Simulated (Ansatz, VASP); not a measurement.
# Si in VASP and in Ansatz

```
Si
1.0
    -0.05735    2.72496    2.66440
     2.68527   -0.07610    2.68315
     2.66461    2.72306   -0.05545
Si
2
Cartesian
  2.6463 2.6860 2.6460
  3.9694 4.0289 3.9691
```

Change from the starting cell: cell strained at random at fixed volume.

Alike in both runs: task single point; functional LDA; k mesh 8 × 8 × 8; occupations fermi-dirac, width 0.05 eV; no spin polarisation.

|  | VASP | Ansatz |
| --- | --- | --- |
| version | VASP 6.6.1 | Ansatz 0.2.0 |
| potentials or method | VASP PAW LDA potentials, release 64 (Si), cutoff 520 eV | all-electron LAPW, scalar-relativistic |

```csv
,VASP,Ansatz,Ansatz less VASP
gap on the k mesh at the Fermi level (eV),0.33,0.34,+0.009
least direct gap on the mesh (eV),2.18,2.19,+0.004
pressure (GPa),-1.9,-2.0,-0.08
largest component of the traceless stress (GPa),2.89,2.87,-0.022
rms of the force components (eV/Å),0.239,0.239,-0.0004
```

Atom by atom the forces differ by 0.000 eV/Å (rms over components). Ansatz ran all-electron here, so the differences hold the error of VASP's frozen core and of both bases.

A k mesh can miss the band edges.
